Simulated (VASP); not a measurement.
# Sr (P6_3/mmc) in VASP: further runs

Runs on Sr. Level: PBE. Tasks: single point.

Program: VASP 6.6.1. These are calculated values, not measurements. Logs are shortened: lines on timing, memory, paths and dates and some standing lists are left out, and cuts for length are marked.

## 1. The crystal as given

Symmetry: P6_3/mmc, No. 194, hexagonal system. The conventional cell has a = 4.310 Å, b = 4.310 Å, c = 7.050 Å, α = 90.00°, β = 90.00°, γ = 120.00°. Sr (site symmetry -6m2) is surrounded by 12 Sr at 4.31 Å.

This isn't the form of Sr at room conditions, which is fcc.

## 2. Single point, PBE

File INCAR:

```
SYSTEM = Sr
  ADDGRID = .False.
  ALGO = Normal
  EDIFF = 1E-6
  ENCUT = 300
  GGA = PE
  ISIF = 2
  ISMEAR = 0
  LASPH = .True.
  LCHARG = .False.
  LREAL = .False.
  LWAVE = .False.
  NBANDS = 17
  NELM = 100
  PREC = Accurate
  SIGMA = 0.15
```

File KPOINTS:

```
k-points
0
Gamma
  2 2 1
  0 0 0
```

File POSCAR:

```
Sr
1.0
    4.3100000000      0.0000000000      0.0000000000
   -2.1550000000      3.7325694903      0.0000000000
    0.0000000000      0.0000000000      7.0500000000
Sr
2
Direct
    0.6432960000      0.3178180000      0.7464440000
    0.3199860000      0.6535770000      0.2508690000
```

Potentials or basis: VASP PAW PBE potentials, release 64 (Sr_sv).

Started as:

```console
> cat potpaw_PBE.64/Sr_sv/POTCAR > POTCAR
> mpirun -np 1 vasp_std > vasp.out
```

OUTCAR:

```text
SYSTEM = Sr
   EDIFF = 1E-6
   ENCUT = 300
   GGA = PE
   ISIF = 2
   ISMEAR = 0
   LASPH = .True.
   LREAL = .False.
   NELM = 100
   PREC = Accurate

 Found      4 irreducible k-points:

 Following reciprocal coordinates:
            Coordinates               Weight
  0.000000  0.000000  0.000000      1.000000
  0.500000  0.000000  0.000000      1.000000
  0.000000  0.500000  0.000000      1.000000
  0.500000  0.500000  0.000000      1.000000
   k-points           NKPTS =      4   k-points in BZ     NKDIM =      4   number of bands    NBANDS=     17
   number of dos      NEDOS =    301   number of ions     NIONS =      2
   total plane-waves  NPLWV =  23040
   dimension x,y,z NGX =    24 NGY =   24 NGZ =   40
   dimension x,y,z NGXF=    48 NGYF=   48 NGZF=   80
   ions per type =               2
   NGX,Y,Z   is equivalent  to a cutoff of   9.26,  9.26,  9.43 a.u.
   NGXF,Y,Z  is equivalent  to a cutoff of  18.51, 18.51, 18.86 a.u.
 SYSTEM =  Sr
   PREC   = accura    normal or accurate (medium, high low for compatibility)
   ISTART =      0    job   : 0-new  1-cont  2-samecut
   ICHARG =      2    charge: 1-file 2-atom 10-const
   ISPIN  =      1    spin polarized calculation?
   LNONCOLLINEAR =      F non collinear calculations
   LSORBIT =      F    spin-orbit coupling
   LASPH  =      T    aspherical Exc in radial PAW
   ENCUT  =  300.0 eV  22.05 Ry    4.70 a.u.   6.09  6.09  9.96*2*pi/ulx,y,z
   NELM   =    100;   NELMIN=  2; NELMDL= -5     # of ELM steps
   EDIFF  = 0.1E-05   stopping-criterion for ELM
   LREAL  =      F    real-space projection
   EDIFFG = 0.1E-04   stopping-criterion for IOM
   NSW    =      0    number of steps for IOM
   IBRION =     -1    ionic relax: 0-MD 1-quasi-New 2-CG
   NFREE  =      0    steps in history (QN), initial steepest desc. (CG)
   ISIF   =      2    stress and relaxation
   ISYM   =      2    0-nonsym 1-usesym 2-fastsym
   POTIM  = 0.5000    time-step for ionic-motion
   TEBEG  =    0.0;   TEEND  =   0.0 temperature during run
   PSTRESS=    0.0 pullay stress
   NELECT =      20.0000    total number of electrons
   NUPDOWN=      -1.0000    fix difference up-down
   EMIN   =  10.00;   EMAX   =-10.00  energy-range for DOS
   EFERMI =   0.00;   METHOD = LEGACY
   ISMEAR =     0;   SIGMA  =   0.15  broadening in eV -4-tet -1-fermi 0-gaus
   EFERMI_NEDOS =   21; number of points for ismear=-14 and -15
   IALGO  =     38    algorithm
   IMIX   =      4    mixing-type and parameters
     AMIX     =   0.40;   BMIX     =  1.00
     AMIX_MAG =   1.60;   BMIX_MAG =  1.00
  volume/ion in A,a.u.               =      56.71       382.68
  Fermi-wavevector in a.u.,A,eV,Ry     =   0.918037  1.734838 11.466874  0.842791
  Thomas-Fermi vector in A             =   2.043073
   LORBIT       =      0    0 simple, 1 ext, 2 COOP (PROOUT), +10 PAW based schemes
   GGA     = PE    functional components
   LHFCALC =     F    Hartree Fock is set to
   AEXX    =    0.0000 exact exchange contribution
   IVDW    =     0    specifies the selected vdW correction
   LEPSILON=     F    determine dielectric tensor
   LRPA    =     F    only Hartree local field effects (RPA)
 non-spin polarized calculation
 Gauss-broadening in eV      SIGMA  =   0.15
  energy-cutoff  :      300.00
  volume of cell :      113.42
 maximum number of plane-waves:      1344
   NGX = 13   NGY = 13   NGZ = 19

 number of electron      20.0000000 magnetization

 Free energy of the ion-electron system (eV)
  ---------------------------------------------------
  ext. energy  EPLUGINS =         0.00000000
  ---------------------------------------------------
  free energy    TOTEN  =        -3.15751423 eV

  energy without entropy =       -3.15334194  energy(sigma->0) =       -3.15542808

 E-fermi :   1.2394     XC(G=0):  -7.2541

 val. band max:        0.9753936861   @ k =   0.5000   0.0000   0.0000
 cond. band min:       1.4827070287   @ k =   0.0000   0.0000   0.0000
 fundamental gap:      0.5073133426
 Fermi energy:         1.2394293575

 k-point     1 :       0.0000    0.0000    0.0000
  band No.  band energies     occupation
      1     -35.2034      2.00000
      2     -35.1913      2.00000
      3     -17.3454      2.00000
      4     -17.1715      2.00000
      5     -17.0780      2.00000
      6     -17.0753      2.00000
[... 9 lines left out ...]
     16       4.2105      0.00000
     17       4.6068      0.00000

 k-point     2 :       0.5000    0.0000    0.0000
  band No.  band energies     occupation
      1     -35.1917      2.00000
      2     -35.1872      2.00000
      3     -17.2726      2.00000
      4     -17.2131      2.00000
      5     -17.2069      2.00000
      6     -17.1836      2.00000
[... 9 lines left out ...]
     16       5.5990      0.00000
     17       6.2990      0.00000

 k-point     3 :       0.0000    0.5000    0.0000
  band No.  band energies     occupation
      1     -35.1913      2.00000
      2     -35.1875      2.00000
      3     -17.2683      2.00000
      4     -17.2155      2.00000
      5     -17.2093      2.00000
      6     -17.1848      2.00000
[... 9 lines left out ...]
     16       5.6542      0.00000
     17       6.2753      0.00000

 k-point     4 :       0.5000    0.5000    0.0000
  band No.  band energies     occupation
      1     -35.1912      2.00000
      2     -35.1876      2.00000
      3     -17.2664      2.00000
      4     -17.2170      2.00000
      5     -17.2100      2.00000
      6     -17.1852      2.00000
[... 9 lines left out ...]
     16       5.6797      0.00000
     17       6.3074      0.00000

------------------------ aborting loop because EDIFF is reached ----------------------------------------

  FORCE on cell =-STRESS in cart. coord.  units (eV):
  Direction    XX          YY          ZZ          XY          YZ          ZX
  --------------------------------------------------------------------------------------
  -------------------------------------------------------------------------------------
  Total        0.9781039      0.9979428     -2.5847261     -0.0401251      0.0004206      0.0021017
  in kB       13.8172388     14.0974955    -36.5132779     -0.5668298      0.0059413      0.0296904
  external PRESSURE =      -2.8661812 kB  Pullay stress =       0.0000000 kB

 VOLUME and BASIS-vectors are now :
 -----------------------------------------------------------------------------
  energy-cutoff  :      300.00
  volume of cell :      113.42
      direct lattice vectors                 reciprocal lattice vectors
     4.310000000  0.000000000  0.000000000     0.232018561  0.133955979  0.000000000
    -2.155000000  3.732569490  0.000000000     0.000000000  0.267911958  0.000000000
     0.000000000  0.000000000  7.050000000     0.000000000  0.000000000  0.141843972

 POSITION                                       TOTAL-FORCE (eV/Angst)
 -----------------------------------------------------------------------------------
      2.08771      1.18628      5.26243         0.014720      0.003092      0.023032
     -0.02932      2.43952      1.76863        -0.014720     -0.003092     -0.023032
 -----------------------------------------------------------------------------------
    total drift:                                0.000000     -0.000004      0.000004

  FREE ENERGIE OF THE ION-ELECTRON SYSTEM (eV)
  ---------------------------------------------------
  free  energy   TOTEN  =        -3.1575142286 eV

  energy  without entropy=       -3.1533419402  energy(sigma->0) =       -3.15542808
```

OSZICAR:

```text
N       E                     dE             d eps       ncg     rms          rms(c)
DAV:   1     0.749716191472E+02    0.74972E+02   -0.73955E+03   144   0.654E+02
DAV:   2     0.391515854525E+01   -0.71056E+02   -0.69763E+02   173   0.179E+02
DAV:   3    -0.307953841732E+01   -0.69947E+01   -0.69550E+01   254   0.337E+01
DAV:   4    -0.316815636354E+01   -0.88618E-01   -0.88609E-01   184   0.417E+00
DAV:   5    -0.317005668431E+01   -0.19003E-02   -0.18999E-02   200   0.447E-01    0.166E+01
DAV:   6    -0.316045176463E+01    0.96049E-02   -0.49020E-02   184   0.116E+00    0.968E+00
DAV:   7    -0.315892693265E+01    0.15248E-02   -0.67944E-02   184   0.151E+00    0.630E-01
DAV:   8    -0.315734602188E+01    0.15809E-02   -0.19003E-02   208   0.313E-01    0.241E-01
DAV:   9    -0.315745513037E+01   -0.10911E-03   -0.74956E-04   200   0.139E-01    0.571E-02
DAV:  10    -0.315750502241E+01   -0.49892E-04   -0.93882E-05   200   0.421E-02    0.285E-02
DAV:  11    -0.315751448081E+01   -0.94584E-05   -0.77577E-06   192   0.168E-02    0.669E-03
DAV:  12    -0.315751422862E+01    0.25219E-06   -0.83668E-07   120   0.292E-03
   1 F= -.31575142E+01 E0= -.31554281E+01  d E =-.417229E-02
```

stdout:

```text
POSCAR found type information on POSCAR Sr
 POSCAR found :  1 types and       2 ions
 scaLAPACK will be used
 LDA part: xc-table for (Slater+PW92), standard interpolation
 POSCAR, INCAR and KPOINTS ok, starting setup
 FFT: planning ... GRIDC
 FFT: planning ... GRID_SOFT
 FFT: planning ... GRID
 WAVECAR not read
 entering main loop
```

Wall time 2.7 s (1 thread of Intel Xeon 6975P-C (Granite Rapids), shared host); peak memory 0.14 GiB.

These settings aren't checked as converged: the numbers below hold their error.

What came out:

* Free energy: -3.1575 eV
* Pressure: -0.3 GPa
* Largest force: 0.028 eV/Å

Caveat: the k mesh is coarse (spacing up to 0.89 Å⁻¹), so the values aren't converged; the mesh shows a gap though the element is a metal.

## 3. Single point, PBE

Changes to INCAR since step 2:

```diff
@@ -4,3 +4,3 @@
   EDIFF = 1E-6
-  ENCUT = 300
+  ENCUT = 350
   GGA = PE
```

KPOINTS is that of step 2.

File POSCAR:

```
Sr
1.0
    4.3100000000      0.0000000000      0.0000000000
   -2.1550000000      3.7325694903      0.0000000000
    0.0000000000      0.0000000000      7.0500000000
Sr
2
Direct
    0.6666666667      0.3333333333      0.7500000000
    0.3333333333      0.6666666667      0.2500000000
```

Potentials or basis: VASP PAW PBE potentials, release 64 (Sr_sv).

Started as:

```console
> cat potpaw_PBE.64/Sr_sv/POTCAR > POTCAR
> mpirun -np 1 vasp_std > vasp.out
```

Run time: 2.9 s. Hardware: 1 thread of Intel Xeon 6975P-C (Granite Rapids), shared host; peak memory 0.17 GiB.

These settings aren't checked as converged: the numbers below hold their error.

What came out:

* Free energy: -3.1556 eV
* Pressure: -0.2 GPa

Caveat: the k mesh is coarse (spacing up to 0.89 Å⁻¹), so the values aren't converged; the mesh shows a gap though the element is a metal.

## 4. Single point, PBE

INCAR is that of step 3.

KPOINTS is that of step 3.

File POSCAR:

```
Sr
1.0
    4.3100000000      0.0000000000      0.0000000000
   -2.1550000000      3.7325694903      0.0000000000
    0.0000000000      0.0000000000      7.0500000000
Sr
2
Direct
    0.6432960000      0.3178180000      0.7464440000
    0.3199860000      0.6535770000      0.2508690000
```

Potentials or basis: VASP PAW PBE potentials, release 64 (Sr_sv).

Started as:

```console
> cat potpaw_PBE.64/Sr_sv/POTCAR > POTCAR
> mpirun -np 1 vasp_std > vasp.out
```

OUTCAR:

```text
SYSTEM = Sr
   EDIFF = 1E-6
   ENCUT = 350
   GGA = PE
   ISIF = 2
   ISMEAR = 0
   LASPH = .True.
   LREAL = .False.
   NELM = 100
   PREC = Accurate

 Found      4 irreducible k-points:

 Following reciprocal coordinates:
            Coordinates               Weight
  0.000000  0.000000  0.000000      1.000000
  0.500000  0.000000  0.000000      1.000000
  0.000000  0.500000  0.000000      1.000000
  0.500000  0.500000  0.000000      1.000000
   k-points           NKPTS =      4   k-points in BZ     NKDIM =      4   number of bands    NBANDS=     17
   number of dos      NEDOS =    301   number of ions     NIONS =      2
   total plane-waves  NPLWV =  37632
   dimension x,y,z NGX =    28 NGY =   28 NGZ =   48
   dimension x,y,z NGXF=    56 NGYF=   56 NGZF=   96
   ions per type =               2
   NGX,Y,Z   is equivalent  to a cutoff of  10.80, 10.80, 11.32 a.u.
   NGXF,Y,Z  is equivalent  to a cutoff of  21.60, 21.60, 22.64 a.u.
 SYSTEM =  Sr
   PREC   = accura    normal or accurate (medium, high low for compatibility)
   ISTART =      0    job   : 0-new  1-cont  2-samecut
   ICHARG =      2    charge: 1-file 2-atom 10-const
   ISPIN  =      1    spin polarized calculation?
   LNONCOLLINEAR =      F non collinear calculations
   LSORBIT =      F    spin-orbit coupling
   LASPH  =      T    aspherical Exc in radial PAW
[... 53 lines left out ...]

 val. band max:        0.9753378150   @ k =   0.5000   0.0000   0.0000
 cond. band min:       1.4831154476   @ k =   0.0000   0.0000   0.0000
 fundamental gap:      0.5077776327
 Fermi energy:         1.2395759179

 k-point     1 :       0.0000    0.0000    0.0000
  band No.  band energies     occupation
      1     -35.2034      2.00000
      2     -35.1914      2.00000
      3     -17.3449      2.00000
      4     -17.1711      2.00000
      5     -17.0777      2.00000
      6     -17.0750      2.00000
[... 57 lines left out ...]
      4     -17.2167      2.00000
      5     -17.2095      2.00000
      6     -17.1847      2.00000
[... 9 lines left out ...]
     16       5.6794      0.00000
     17       6.2603      0.00000

------------------------ aborting loop because EDIFF is reached ----------------------------------------

  FORCE on cell =-STRESS in cart. coord.  units (eV):
  Direction    XX          YY          ZZ          XY          YZ          ZX
  --------------------------------------------------------------------------------------
  -------------------------------------------------------------------------------------
  Total        1.0243993      1.0442991     -2.5344476     -0.0401641      0.0004421      0.0021182
  in kB       14.4712341     14.7523490    -35.8030156     -0.5673806      0.0062451      0.0299230
  external PRESSURE =      -2.1931442 kB  Pullay stress =       0.0000000 kB

 VOLUME and BASIS-vectors are now :
 -----------------------------------------------------------------------------
  energy-cutoff  :      350.00
  volume of cell :      113.42
      direct lattice vectors                 reciprocal lattice vectors
     4.310000000  0.000000000  0.000000000     0.232018561  0.133955979  0.000000000
    -2.155000000  3.732569490  0.000000000     0.000000000  0.267911958  0.000000000
     0.000000000  0.000000000  7.050000000     0.000000000  0.000000000  0.141843972

 POSITION                                       TOTAL-FORCE (eV/Angst)
 -----------------------------------------------------------------------------------
      2.08771      1.18628      5.26243         0.014698      0.003067      0.023139
     -0.02932      2.43952      1.76863        -0.014698     -0.003067     -0.023139
 -----------------------------------------------------------------------------------
    total drift:                                0.000002     -0.000003     -0.000001

  FREE ENERGIE OF THE ION-ELECTRON SYSTEM (eV)
  ---------------------------------------------------
  free  energy   TOTEN  =        -3.1549514876 eV

  energy  without entropy=       -3.1508004303  energy(sigma->0) =       -3.15287596
```

It took 3.7 s on 1 thread of Intel Xeon 6975P-C (Granite Rapids), shared host; peak memory 0.17 GiB.

These settings aren't checked as converged: the numbers below hold their error.

Results:

| Property | Result |
| --- | --- |
| Free energy | -3.1550 eV |
| Pressure | -0.2 GPa |
| Largest force | 0.028 eV/Å |

Caveat: the k mesh is coarse (spacing up to 0.89 Å⁻¹), so the values aren't converged; the mesh shows a gap though the element is a metal.

(Continued in part 2 of 2.)
